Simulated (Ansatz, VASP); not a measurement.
## Two plane-wave programs on Cu

```
CELL_PARAMETERS angstrom
-1.41080 1.44162 1.36674
1.39194 -1.45455 1.36053
1.46098 1.50473 -1.38030
ATOMIC_POSITIONS crystal
Cu 0.01879 0.00286 0.01439
```

Change from the starting cell: cell strained at random at fixed volume.

Alike in both runs: task single point; functional PBEsol; k mesh 13 × 13 × 13; occupations fermi-dirac, width 0.05 eV; no spin polarisation.

|  | VASP | Ansatz |
| --- | --- | --- |
| version | VASP 6.6.1 | Ansatz 0.2.0 |
| potentials or method | VASP PAW PBE potentials, release 64 (Cu) | Ansatz PAW |
| plane-wave cutoff (eV) | 520 | 420 |
| valence electrons in the cell | 11 | 19 |

```csv
,VASP,Ansatz,Ansatz less VASP
gap on the k mesh at the Fermi level (eV),none,none,-
pressure (GPa),-0.3,-1.0,-0.72
largest component of the traceless stress (GPa),4.42,4.43,+0.008
```

A gap of «none» marks a metal or a gap that the smearing closes. The two sets of potentials don't hold the same shells in valence.

Caveats: the PAW data sets were made with another functional, which shifts forces and pressure a little (VASP); the PAW data sets come from PBE, with cores solved anew for the run's functional, which leaves a small shift of forces and pressure (Ansatz).
